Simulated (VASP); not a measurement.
# MoTe₂: electric field gradients, by potentials

MoTe₂, P6_3/mmc (no. 194), 6 atoms in the cell.

| Potentials | Vzz of the first element (V/Å²) | Vzz of the second element (V/Å²) | Time (s) |
|---|---|---|---|
| Te, Mo_sv | -179.37 | -73.15 | 15 |
| Te, Mo | -181.87 | -73.26 | 11 |
| Te_GW, Mo_sv_GW | -177.96 | -71.55 | 18 |

## Input of the first row

INCAR:
```
  GGA = PE
  PREC = Accurate
  ENCUT = 450
  EDIFF = 1E-7
  LREAL = False
  LASPH = True
  ALGO = Normal
  NELM = 120
  LWAVE = False
  LCHARG = False
  ISMEAR = 0
  SIGMA = 0.02
  KPAR = 4
  LEFG = True
  QUAD_EFG = 0 -22
```

KPOINTS:
```
k-points
0
Gamma
  8 8 2
```

POSCAR:
```
Te2Mo
1.0
    3.5182000000      0.0000000000      0.0000000000
   -1.7591000000      3.0468505756      0.0000000000
    0.0000000000      0.0000000000     13.9736000000
Te Mo
4 2
Direct
    0.6666666667      0.3333333333      0.3790000000
    0.3333333333      0.6666666667      0.8790000000
    0.6666666667      0.3333333333      0.1210000000
    0.3333333333      0.6666666667      0.6210000000
    0.6666666667      0.3333333333      0.7500000000
    0.3333333333      0.6666666667      0.2500000000
```

Commands:
```
cat potpaw_PBE.64/Te/POTCAR potpaw_PBE.64/Mo_sv/POTCAR > POTCAR
mpirun -np 4 vasp_std > vasp.out
```

Changes of the last row against the first:
```
- cat potpaw_PBE.64/Te/POTCAR potpaw_PBE.64/Mo_sv/POTCAR > POTCAR
+ cat potpaw_PBE.64/Te_GW/POTCAR potpaw_PBE.64/Mo_sv_GW/POTCAR > POTCAR
```

VASP 6.6.1 took 15 s on 4 cores (Intel Xeon 6975P-C (Granite Rapids)), a shared host.
